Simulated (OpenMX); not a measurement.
## TaS2 under changes of volume

One of the cells (18.984 Å³/atom); the others are scaled copies at fixed shape and fractional positions:

```
Ta S
1.0
     3.35000    0.00000    0.00000
    -1.67500    2.90119    0.00000
     0.00000    0.00000    5.86000
Ta S
1 2
Direct
  0.00000 0.00000 0.00000
  0.66667 0.33333 0.75000
  0.33333 0.66667 0.25000
```

* Program: OpenMX 3.8.5
* Functional: LDA
* Potentials or basis: OpenMX 2013 LDA set, Ta7.0-s3p2d2f1, S7.0-s2p2d1f1, fixed grid of 35 × 35 × 70 points
* k mesh: 9 × 9 × 5
* Occupations: fermi-dirac, width 0.05 eV
* Spin: no spin polarisation

```csv
volume (Å³/atom),energy over the lowest point (meV/atom),largest force (eV/Å)
17.845,?,?
18.225,23.21,1.607
18.605,8.20,1.227
18.984,0.71,0.872
19.364,0.00,0.541
19.744,5.40,0.232
20.123,16.34,0.056
```

Question: What does the run at 17.845 Å³/atom give?

Answer: Energy over the lowest point 46.49 meV/atom; largest force 2.015 eV/Å.

Worked out: A Birch-Murnaghan fit of order 3 (a polynomial in V^(-2/3)) to the other rows has its minimum at 19.22 Å³/atom with B0 = V·E''(V) = 136 GPa and B' = 4.1 at fixed shape and positions, which overstates the stiffness. It gives 46.54 meV/atom at 17.845 Å³/atom, against the run's 46.49.

Energies are extrapolated to zero smearing.

Caveats: the basis of atomic orbitals isn't converged, which shifts pressures, moduli and gaps; forces of over 1 eV/Å show positions far from the minimum, so gaps and moduli don't describe the material at rest (some runs).
